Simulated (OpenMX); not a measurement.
PbS (Galena), 2 atoms in the cell. The structure is cubic, space group Fm-3m (No. 225). Conventional cell: a = 5.931 Å, b = 5.931 Å, c = 5.931 Å, α = 90.00°, β = 90.00°, γ = 90.00°. Pb (site symmetry m-3m) has 6 S at 2.97 Å as nearest neighbours. Around S (site symmetry m-3m) lie 6 Pb at 2.97 Å. 

```yaml
Program: OpenMX 3.8.5
Task: band structure
Functional: PBE
Potentials_or_basis: OpenMX 2013 PBE set, Pb8.0-s3p2d2f2, S7.0-s3p2d2f1, grid cutoff 500 Ry
k_mesh: 9 × 9 × 9
Occupations: fermi-dirac, width 0.05 eV
Spin: no spin polarisation
Mixing_scheme: rmm-diisk
SCF_threshold: 1e-08 Ha
Solver: band
Max_SCF_cycles: 100
```

Potentials or basis: OpenMX 2013 PBE set, Pb8.0-s3p2d2f2, S7.0-s3p2d2f1, grid cutoff 500 Ry.

The run is started by

```console
$ openmx PbS.dat -nt 1 > PbS.std
```

Hardware: 1 thread of Arm Neoverse V2 (shared host).

Task: How long does it take, and how much memory?

Result: It took 3.3 min on 1 thread of Arm Neoverse V2, with other jobs on the host, peak memory 1.4 GiB. Counts: k points 365, basis 59, scf iterations 17.
